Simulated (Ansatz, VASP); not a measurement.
One calculation of LiF (Griceite), two programs

Contents of INCAR:

```
SYSTEM = LiF
PREC     = Accurate       ! precision mode
ENCUT    = 520            ! plane-wave cutoff, eV
EDIFF    = 1E-6           ! SCF threshold, eV
ISMEAR   = 0              ! smearing method
SIGMA    = 0.02           ! smearing width, eV
LREAL    = .FALSE.        ! projectors in reciprocal space
LASPH    = .TRUE.         ! aspherical terms in the spheres
NELM     = 100            ! most SCF steps
ALGO     = Normal         ! electronic algorithm
ISIF     = 2              ! what is computed and relaxed
LWAVE    = .FALSE.        ! write WAVECAR
LCHARG   = .TRUE.         ! write CHGCAR
GGA      = PE             ! functional
LELF     = .TRUE.         ! ELF
LVHAR    = .TRUE.       
NBANDS   = 12             ! bands
```

KPOINTS

```
regular mesh
0
G
  10 10 10
  0 0 0
```

File POSCAR:

```
LiF
1.0
    0.0000000000      2.0140000000      2.0140000000
    2.0140000000      0.0000000000      2.0140000000
    2.0140000000      2.0140000000      0.0000000000
Li F
1 1
Direct
    0.0000000000      0.0000000000      0.0000000000
    0.5000000000      0.5000000000      0.5000000000
```

Input for Ansatz:

```yaml
crystal:
  lattice:
    - [0.0, 2.014, 2.014]
    - [2.014, 0.0, 2.014]
    - [2.014, 2.014, 0.0]
  atoms:
    - { symbol: Li, position: [0.0, 0.0, 0.0] }
    - { symbol: F, position: [0.5, 0.5, 0.5] }
basis:
  ecutwfc: 420
kpoints:
  mp_grid: { grid: [10, 10, 10] }
hamiltonian:
  xc: pbe
scf:
  occupations: { method: gaussian, width: 0.02 }
output:
  forces: true
  stress: true
  eigenvalues: true
  populations: true
  write_density: true
  write_potential: true
  elf: true
  volumetric_format: npy
```

Alike in both runs: task single point; functional PBE; k mesh 10 × 10 × 10; occupations gaussian, width 0.02 eV; no spin polarisation.

```csv
,VASP,Ansatz
version,VASP 6.6.1,Ansatz 0.2.0
potentials or method,"VASP PAW PBE potentials, release 64 (Li_sv, F)","scalar-relativistic, plane waves, PAW"
plane-wave cutoff (eV),520,420
valence electrons in the cell,10,10
```

```tsv
	VASP	Ansatz	Ansatz less VASP
gap on the k mesh at the Fermi level (eV)	9.09	9.09	+0.002
least direct gap on the mesh (eV)	9.09	9.09	+0.002
```

The functional is the same, so the differences come from potentials, cutoffs and numerics.

 A k mesh can miss the band edges.
